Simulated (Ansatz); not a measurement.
Crystal: GaP.

```
Ga P
1.0
     0.00000    2.72525    2.72525
     2.72525    0.00000    2.72525
     2.72525    2.72525    0.00000
Ga P
1 1
Direct
  0.00000 0.00000 0.00000
  0.75000 0.75000 0.75000
```

- Program: Ansatz 0.2.0
- Task: relaxation of cell and atoms
- Functional: LDA
- Potentials or basis: Ansatz PAW
- Cutoff: 420 eV (not typed: the program's choice for these potentials)
- k mesh: 8 × 8 × 8
- Occupations: fermi-dirac, width 0.05 eV
- Spin: no spin polarisation

At the start: volume 20.24 Å³/atom.

Task: Where does the relaxation end?

Result: It ends after 5 steps and the volume is 19.59 Å³/atom (-3.2 %); space group F-43m (No. 216, to 0.05 Å).

Step by step:
```tsv
step	energy change (eV)	largest force (eV/Å)	volume (Å³)
1	0.0000	0.0000	40.48
2	-0.0107	0.0000	39.56
3	-0.0119	0.0000	39.15
4	-0.0119	0.0000	39.18
5	-0.0115	0.0000	39.18
```

Final structure:
```cif
data_structure
_symmetry_space_group_name_H-M 'P 1'
_symmetry_Int_Tables_number 1
_cell_length_a 3.8122
_cell_length_b 3.8122
_cell_length_c 3.8122
_cell_angle_alpha 60.000
_cell_angle_beta 60.000
_cell_angle_gamma 60.000
_cell_volume 39.18
loop_
_atom_site_label
_atom_site_type_symbol
_atom_site_fract_x
_atom_site_fract_y
_atom_site_fract_z
_atom_site_occupancy
Ga1 Ga 0.00000 0.00000 0.00000 1
P1 P 0.75000 0.75000 0.75000 1
```

Caveat: the plane-wave basis is chosen anew once the cell has moved, so the energies of steps on either side of that aren't comparable; the PAW data sets come from PBE, with cores solved anew for the run's functional, which leaves a small shift of forces and pressure.
